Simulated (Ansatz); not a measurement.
Base system: InN in the zinc blende structure (space group F-43m, No. 216; a = 4.9866 Å). Axes: x, y, z lie along the cube axes.

All numbers come from PBEsol (Ansatz, a program for electronic structure; PAW; 420 eV plane waves; no spin-orbit coupling).

Free-standing slabs (2 atom(s) a layer) normal to [110] with 15 Å of vacuum; in-plane cell held at bulk.

One change was made to it. Results:

The gap character is direct at Γ; the shortest interatomic distance drops by 0.111 Å, from 2.159 Å to 2.048 Å; the band gap becomes 1.17 eV (base: zero).

**Question.** What was done to the base?
A) 2 layers
B) 1 layer
C) 6 layers

**Answer.** A, 2 layers. For comparison, the gap character in the other runs: 1 layer gives indirect, U → Γ; 6 layers gives indirect, k = (0, 0.143, 0) in the run's primitive reciprocal basis → Γ.

No phonon test of stability was made. All final runs are without spin polarisation. This is not the structure that InN has at room temperature and ambient pressure. A zero or small gap of InN can be the functional's error rather than a property of the material. k-point labels follow each cell's own Brillouin zone.
